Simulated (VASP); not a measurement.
# Re in VASP: notebook

One sheet, Re, is run at these levels: PBE; tasks: single point.

Program: VASP 6.6.1. These are calculated values, not measurements. Logs are shortened: lines on timing, memory, paths and dates and some standing lists are left out, and cuts for length are marked.

### Step 1. Starting point

The cell holds a sheet with vacuum, 2 atoms: a = 2.745 Å, b = 2.745 Å, c = 31.225 Å, α = 90.00°, β = 90.00°, γ = 120.00°.

The cell was built by a generator and needn't be a form met in nature.

### Step 2. Single point, PBE

Input file INCAR:

```
SYSTEM = Re
PREC = Accurate ; ENCUT = 520
EDIFF = 1E-6 ; ISMEAR = 0
SIGMA = 0.1 ; LREAL = .FALSE.
LASPH = .TRUE. ; NELM = 100
ALGO = Fast ; ISIF = 2
LWAVE = .FALSE. ; LCHARG = .FALSE.
LDIPOL = .TRUE. ; IDIPOL = 3
DIPOL = 0.5 0.5 0.288 ; GGA = PE
NBANDS = 14
```

Input file KPOINTS:

```
regular mesh
0
G
  24 24 1
  0 0 0
```

Input file POSCAR:

```
Re
1.0
    2.7454890293      0.0000000000      0.0000000000
   -1.3727445147      2.3776632452      0.0000000000
    0.0000000000      0.0000000000     31.2251044000
Re
2
Direct
    0.0000000000      0.0000000000      0.2520850362
    0.0000000000      0.0000000000      0.3243742054
```

Potentials or basis: VASP PAW PBE potentials, release 64 (Re).

Command:

```console
cat potpaw_PBE.64/Re/POTCAR > POTCAR
mpirun -np 1 vasp_std > vasp.out
```

OUTCAR:

```text
SYSTEM = Re
   PREC = Accurate
   ENCUT = 520
   EDIFF = 1E-6
   ISMEAR = 0
   LREAL = .FALSE.
   LASPH = .TRUE.
   NELM = 100
   ISIF = 2
   GGA = PE

 ion  position               nearest neighbor table
   1  0.000  0.000  0.252-   2 2.26
   2  0.000  0.000  0.324-   1 2.26

  LATTYP: Found a hexagonal cell.
 ALAT       =     2.7454890293
 C/A-ratio  =    11.3732395456

  Lattice vectors:

 A1 = (   2.7454890293,   0.0000000000,   0.0000000000)
 A2 = (  -1.3727445147,   2.3776632452,   0.0000000000)
 A3 = (   0.0000000000,   0.0000000000,  31.2251044000)

Analysis of symmetry for initial positions (statically):
=====================================================================
 Subroutine PRICEL returns:
 Original cell was already a primitive cell.

 Routine SETGRP: Setting up the symmetry group for a
 hexagonal supercell.

 Subroutine GETGRP returns: Found 24 space group operations
 (whereof 12 operations were pure point group operations)
 out of a pool of 24 trial point group operations.

The static configuration has the point symmetry C_6v.
 The point group associated with its full space group is D_6h.

Analysis of symmetry for dynamics (positions and initial velocities):
=====================================================================
 Subroutine PRICEL returns:
 Original cell was already a primitive cell.

 Routine SETGRP: Setting up the symmetry group for a
 hexagonal supercell.

 Subroutine GETGRP returns: Found 24 space group operations
 (whereof 12 operations were pure point group operations)
 out of a pool of 24 trial point group operations.

The dynamic configuration has the point symmetry C_6v.
 The point group associated with its full space group is D_6h.

 Subroutine INISYM returns: Found 24 space group operations
 (whereof 12 operations are pure point group operations),
 and found     1 'primitive' translations

----------------------------------------------------------------------------------------

                                     Primitive cell

  volume of cell :     203.8327

  direct lattice vectors                    reciprocal lattice vectors
     2.745489029  0.000000000  0.000000000     0.364233836  0.210290503  0.000000000
    -1.372744515  2.377663245  0.000000000     0.000000000  0.420581006  0.000000000
     0.000000000  0.000000000 31.225104400     0.000000000  0.000000000  0.032025513

  length of vectors
     2.745489029  2.745489029 31.225104400     0.420581006  0.420581006  0.032025513

  position of ions in fractional coordinates (direct lattice)
[... 99 lines left out ...]
     AMIX_MAG =   1.60;   BMIX_MAG =  1.00
  volume/ion in A,a.u.               =     101.92       687.77
  Fermi-wavevector in a.u.,A,eV,Ry     =   0.670439  1.266947  6.115669  0.449489
  Thomas-Fermi vector in A             =   1.745957
   LORBIT       =      0    0 simple, 1 ext, 2 COOP (PROOUT), +10 PAW based schemes
   GGA     = PE    functional components
   LHFCALC =     F    Hartree Fock is set to
   AEXX    =    0.0000 exact exchange contribution
   IVDW    =     0    specifies the selected vdW correction
   LEPSILON=     F    determine dielectric tensor
   LRPA    =     F    only Hartree local field effects (RPA)
 non-spin polarized calculation
 RMM-DIIS sequential band-by-band and
 Gauss-broadening in eV      SIGMA  =   0.10
  energy-cutoff  :      520.00
  volume of cell :      203.83
 maximum number of plane-waves:      5529
   NGX = 11   NGY = 11   NGZ =117

 dipolmoment           0.000000      0.000000     -0.000002 electrons x Angstroem

 number of electron      14.0000000 magnetization

 dipolmoment           0.000000      0.000000      0.000002 electrons x Angstroem

 Free energy of the ion-electron system (eV)
  ---------------------------------------------------
  ext. energy  EPLUGINS =         0.00000000
  ---------------------------------------------------
  free energy    TOTEN  =       -22.28216322 eV

  energy without entropy =      -22.27168121  energy(sigma->0) =      -22.27692222

 E-fermi :  -3.0012     XC(G=0):  -2.6842

 val. band max:       -3.0041305552   @ k =   0.1250   0.0833   0.0000
 cond. band min:      -2.9896731638   @ k =   0.1250   0.0833   0.0000
 fundamental gap:      0.0144573914
 Fermi energy:        -3.0012033779

 k-point     1 :       0.0000    0.0000    0.0000
  band No.  band energies     occupation
      1     -11.2995      2.00000
      2      -8.9627      2.00000
      3      -6.8918      2.00000
      4      -4.4038      2.00000
      5      -4.4038      2.00000
      6      -3.4964      2.00000
      7      -3.4964      2.00000
      8      -3.2303      1.99880
      9      -2.6420      0.00000
     10      -2.6420      0.00000
     11      -2.4259      0.00000
     12       0.8723      0.00000
     13       1.6197      0.00000
     14       1.6901      0.00000
[... 377 lines left out ...]
      1      -8.6186      2.00000
      2      -8.3256      2.00000
      3      -7.1421      2.00000
      4      -5.6980      2.00000
      5      -3.9923      2.00000
      6      -3.9180      2.00000
      7      -1.6922      0.00000
      8      -0.1372      0.00000
      9       0.4455      0.00000
     10       1.2261      0.00000
     11       1.3765      0.00000
     12       3.2071      0.00000
     13       4.2709      0.00000
     14       5.6666      0.00000

 [... further k-points ...]

------------------------ aborting loop because EDIFF is reached ----------------------------------------

 vacuum level on the upper side and lower side of the slab       (xc-potential included)        -0.008        -0.008

  FORCE on cell =-STRESS in cart. coord.  units (eV):
  Direction    XX          YY          ZZ          XY          YZ          ZX
  --------------------------------------------------------------------------------------
  -------------------------------------------------------------------------------------
  Total       -0.0114346     -0.0114346     -1.1676494      0.0000000      0.0000000     -0.0000000
  in kB       -0.0898786     -0.0898786     -9.1780215      0.0000000      0.0000000     -0.0000000
  external PRESSURE =      -3.1192596 kB  Pullay stress =       0.0000000 kB

 VOLUME and BASIS-vectors are now :
 -----------------------------------------------------------------------------
  energy-cutoff  :      520.00
  volume of cell :      203.83
      direct lattice vectors                 reciprocal lattice vectors
     2.745489029  0.000000000  0.000000000     0.364233836  0.210290503  0.000000000
    -1.372744515  2.377663245  0.000000000     0.000000000  0.420581006  0.000000000
     0.000000000  0.000000000 31.225104400     0.000000000  0.000000000  0.032025513

 POSITION                                       TOTAL-FORCE (eV/Angst)
 -----------------------------------------------------------------------------------
      0.00000      0.00000      7.87138         0.000000      0.000000      0.509327
      0.00000      0.00000     10.12862        -0.000000     -0.000000     -0.509327
 -----------------------------------------------------------------------------------
    total drift:                               -0.000000     -0.000000      0.000008

  FREE ENERGIE OF THE ION-ELECTRON SYSTEM (eV)
  ---------------------------------------------------
  free  energy   TOTEN  =       -22.2821632239 eV

  energy  without entropy=      -22.2716812118  energy(sigma->0) =      -22.27692222

 vacuum level on the upper side and lower side of the slab         1.894         1.894
```

stdout:

```text
POSCAR found type information on POSCAR Re
 POSCAR found :  1 types and       2 ions
 scaLAPACK will be used
 LDA part: xc-table for (Slater+PW92), standard interpolation
 POSCAR, INCAR and KPOINTS ok, starting setup
 FFT: planning ... GRIDC
 FFT: planning ... GRID_SOFT
 FFT: planning ... GRID
 WAVECAR not read
 entering main loop
```

It took 4 min on 1 thread of Intel Xeon Platinum 8488C (Sapphire Rapids), shared host; peak memory 0.39 GiB.

What came out:

```yaml
Free_energy: -22.2822 eV
Largest_force: 0.509 eV/Å
Band_gap_on_the_k_mesh: none (metal or under the smearing width)
```

Forces in eV/Å, atoms in the order of the input:
```
Re   0.000  0.000  0.509
Re   0.000  0.000 -0.509
```

### Step 3. Single point, PBE

This run uses another cell than the first one, of 101.68 Å³/atom, 0.998 times its volume.

Input file INCAR:

```
SYSTEM = Re
PREC     = Accurate       ! precision mode
ENCUT    = 520            ! plane-wave cutoff, eV
EDIFF    = 1E-7           ! SCF threshold, eV
ISMEAR   = 0              ! smearing method
SIGMA    = 0.1            ! smearing width, eV
LREAL    = .FALSE.        ! projectors in reciprocal space
LASPH    = .TRUE.         ! aspherical terms in the spheres
NELM     = 80             ! most SCF steps
ALGO     = Fast           ! electronic algorithm
ISIF     = 2              ! what is computed and relaxed
LWAVE    = .FALSE.        ! write WAVECAR
LCHARG   = .TRUE.         ! write CHGCAR
LDIPOL   = .TRUE.       
IDIPOL   = 3            
DIPOL    = 0.5 0.5 0.288
GGA      = PE             ! functional
LELF     = .TRUE.         ! ELF
LVHAR    = .TRUE.       
LVACPOTAV= .TRUE.       
NBANDS   = 14             ! bands
```

Input file KPOINTS:

```
Automatic mesh
0
G
  24 24 1
  0 0 0
```

Input file POSCAR:

```
Re
1.0
    2.7423093816      0.0000000000      0.0000000000
   -1.3711546908      2.3749095895      0.0000000000
    0.0000000000      0.0000000000     31.2251044000
Re
2
Direct
    0.0000000000      0.0000000000      0.2519718250
    0.0000000000      0.0000000000      0.3244874166
```

Potentials or basis: VASP PAW PBE potentials, release 64 (Re).

Command:

```console
cat potpaw_PBE.64/Re/POTCAR > POTCAR
mpirun -np 1 vasp_std > vasp.out
```

Run time: 4.3 min. Hardware: 1 thread of Intel Xeon Platinum 8488C (Sapphire Rapids), shared host; peak memory 0.39 GiB.

It converged, with:

| Property | Result |
| --- | --- |
| Free energy | -22.2782 eV |
| Largest force | 0.587 eV/Å |
| Band gap on the k mesh | none (metal or under the smearing width) |
| Work function of the upper face | 4.94 eV |
| Work function of the lower face | 4.94 eV |

Forces in eV/Å, atoms in the order of the input:
```
Re   0.000  0.000  0.587
Re   0.000  0.000 -0.587
```

Levels at points of the mesh, in eV from the Fermi level:
```
           k point  band 3  band 4  band 5  band 6  band 7  band 8  band 9  band 10  band 11  band 12
(0.00, 0.00, 0.00)   -3.89   -1.40   -1.40   -0.51   -0.51   -0.24    0.40     0.40     0.57     3.86
(0.50, 0.00, 0.00)   -4.25   -2.68   -1.03   -0.80    1.58    2.94    3.40     4.24     4.73     5.88
```

Spin-orbit coupling is left out, which matters for the levels of Re.

### Step 4. Single point, PBE

This run uses another cell than the first one, of 49.35 Å³/atom, 0.484 times its volume.

Input file INCAR:

```
SYSTEM = Re
PREC = Accurate ; ENCUT = 520
EDIFF = 1E-7 ; ISMEAR = 0
SIGMA = 0.1 ; LREAL = .FALSE.
LASPH = .TRUE. ; NELM = 100
ALGO = Fast ; ISIF = 2
LWAVE = .FALSE. ; LCHARG = .TRUE.
LDIPOL = .TRUE. ; IDIPOL = 3
DIPOL = 0.5 0.5 0.500 ; GGA = PE
LELF = .TRUE. ; LVHAR = .TRUE.
LVACPOTAV = .TRUE. ; NBANDS = 14
```

Input file KPOINTS:

```
Automatic mesh
0
G
  6 6 1
  0 0 0
```

Input file POSCAR:

```
Re
1.0
    2.5162680000      0.0000000000      0.0000000000
   -1.2581340000      2.1791520000      0.0000000000
    0.0000000000      0.0000000000     18.0000000000
Re
2
Direct
    0.0000000000      0.0000000000      0.3968735500
    0.0000000000      0.0000000000      0.6031264500
```

Command:

```console
cat potpaw_PBE.64/Re/POTCAR > POTCAR
mpirun -np 1 vasp_std > vasp.out
```

Wall time 22 s (1 thread of Intel Xeon Platinum 8488C (Sapphire Rapids), shared host); peak memory 0.21 GiB.

The run converged. Its results:

| Item | Value |
| --- | --- |
| Free energy | -19.1793 eV |
| Largest force | 0.951 eV/Å |
| Band gap on the k mesh | none (metal or under the smearing width) |
| Work function of the upper face | 5.71 eV |
| Work function of the lower face | 5.71 eV |

Forces on the atoms (eV/Å):
```
Re   0.000  0.000  0.951
Re   0.000  0.000 -0.951
```

Levels at points of the mesh, in eV from the Fermi level:
```
           k point  band 4  band 5  band 6  band 7  band 8  band 9  band 10  band 11  band 12  band 13
(0.00, 0.00, 0.00)   -2.12   -1.51   -1.51   -1.49   -1.49   -0.46     2.86     3.16     3.23     5.30
(0.50, 0.00, 0.00)   -4.01   -0.15    1.01    1.56    1.69    3.13     4.21     6.34     6.34     7.03
```

Caveat: the k mesh is coarse (spacing up to 0.48 Å⁻¹), so the values aren't converged. Spin-orbit coupling is left out, which matters for the levels of Re.

### Step 5. The runs side by side

| cell | k mesh | further INCAR settings | mesh quality | gap on the mesh (eV) | largest force (eV/Å) | work function (eV) |
| --- | --- | --- | --- | --- | --- | --- |
| P6/mmm, 101.92 Å³/atom | 24 × 24 × 1 | ALGO = Fast; EDIFF = 1e-06; NBANDS = 14 | not flagged | none | 0.51 | - |
| P6/mmm, 101.68 Å³/atom | 24 × 24 × 1 | ALGO = Fast; EDIFF = 1e-07; NBANDS = 14 | not flagged | none | 0.59 | 4.94 |
| P6/mmm, 49.35 Å³/atom | 6 × 6 × 1 | ALGO = Fast; EDIFF = 1e-07; NBANDS = 14 | coarse | none | 0.95 | 5.71 |

Alike in all rows: task single point; level PBE; potentials or basis VASP PAW PBE potentials, release 64 (Re); no spin polarisation; cutoff (eV) 520; smearing gaussian 0.1 eV.

Caveats: some runs use coarse meshes.

Absolute energies hang on the potentials; compare differences alone.
